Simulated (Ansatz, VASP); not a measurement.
## Ba: VASP beside Ansatz

```xyz
1
Lattice="4.1391 0.0000 0.0000 -2.0696 3.5846 0.0000 0.0000 0.0000 4.2265" Properties=species:S:1:pos:R:3 pbc="T T T"
Ba    0.0000    0.0000    0.0000
```

Change from the starting cell: strain -0.040 along x and y, +0.080 along z, atoms carried along.

Alike in both runs: task single point; functional LDA; k mesh 15 × 15 × 12; occupations gaussian, width 0.15 eV; no spin polarisation.

```csv
,VASP,Ansatz
version,VASP 6.6.1,Ansatz 0.2.0
potentials or method,"VASP PAW LDA potentials, release 64 (Ba_sv)","scalar-relativistic, plane waves, PAW"
plane-wave cutoff (eV),520,420
valence electrons in the cell,10,10
```

|  | VASP | Ansatz | Ansatz less VASP |
| --- | --- | --- | --- |
| gap on the k mesh at the Fermi level (eV) | none | none | - |
| pressure (GPa) | -1.1 | -1.1 | -0.04 |
| largest component of the traceless stress (GPa) | 1.37 | 1.37 | +0.001 |

A gap of «none» marks a metal or a gap that the smearing closes.

The runs have no spin-orbit coupling, so splittings on Ba are missing.
